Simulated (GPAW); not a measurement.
MoS2:

```xyz
6
Lattice="3.1690 0.0000 0.0000 -1.5845 2.7444 0.0000 0.0000 0.0000 12.3240" Properties=species:S:1:pos:R:3 pbc="T T T"
Mo    1.5845    0.9148    9.2430
Mo    0.0000    1.8296    3.0810
S     1.5845    0.9148    4.6461
S     0.0000    1.8296   10.8081
S     1.5845    0.9148    1.5159
S     0.0000    1.8296    7.6779
```

Base run:

- Program: GPAW 26.7.0
- Functional: PBE
- Potentials or basis: GPAW PAW data sets (gpaw-data 1.2.1)
- Cutoff: 450 eV
- Basis: pw
- k mesh: 8 × 8 × 2
- Occupations: fermi-dirac, width 0.05 eV
- Spin: no spin polarisation

Its results: band gap on the k mesh 0.97 eV, indirect (least direct gap 1.91 eV).

Problem. The run is repeated on the same cell with these changes: occupations from fermi-dirac, width 0.05 eV to fermi-dirac, width 0.001 eV; hubbard terms from none to Mo d U = 4.0 eV. What comes out?

Solution. Band gap on the k mesh 1.11 eV, indirect (least direct gap 1.68 eV).

Caveats: the long-wavelength limit can be off by several per cent where d states take part (some runs); response on these states lacks terms of the Hamiltonian (some runs); an odd mesh through Γ misses points on the zone boundary, where band edges often lie (some runs).
